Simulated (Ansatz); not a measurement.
The system is FeO (Wuestite).

```
CELL_PARAMETERS angstrom
0.00000 2.15540 2.15540
2.15540 0.00000 2.15540
2.15540 2.15540 0.00000
ATOMIC_POSITIONS crystal
Fe 0.00000 0.00000 0.00000
O 0.50000 0.50000 0.50000
```

Alike in all runs: program Ansatz 0.2.0; functional PBE; potentials or basis Ansatz PAW; cutoff 420 eV (not typed: the program's choice for these potentials); k mesh 9 × 9 × 9; occupations fermi-dirac, width 0.05 eV.

Starts and where they ended:

```tsv
start	free energy over the lowest (meV/atom)	net moment (μB)	site or absolute moments (μB)	gap
collinear spin, ferromagnetic start of up to 6 μB; fixed moment 6	2866.6	6.00	Fe +4.23; O +0.88	-
collinear spin, ferromagnetic start of up to 0.8 μB; fixed moment 0.8	617.9	0.80	Fe +0.75; O +0.02	-
collinear spin, ferromagnetic start of up to 2.2 μB; fixed moment 2.2	344.4	2.20	Fe +2.06; O -0.00	-
collinear spin, ferromagnetic start of up to 3.8 μB; fixed moment 3.8	0.0	3.80	Fe +3.31; O +0.26	-
collinear spin, ferromagnetic start of up to 1.5 μB; fixed moment 1.5	508.5	1.50	Fe +1.44; O -0.04	-
collinear spin, ferromagnetic start of up to 3 μB; fixed moment 3	149.2	3.00	Fe +2.73; O +0.09	-
collinear spin, program default start; fixed moment 0	683.3	0.00	-	-
collinear spin, ferromagnetic start of up to 4.5 μB; fixed moment 4.5	392.2	4.50	Fe +3.64; O +0.47	-
```

All polarised runs hold their moment fixed, so the table maps the energy against it. A still lower state may exist.

Caveats: the total moment is fixed, so each spin has its own Fermi level; a cell with one magnetic atom can't hold antiferromagnetic order, which such compounds often take (some runs).
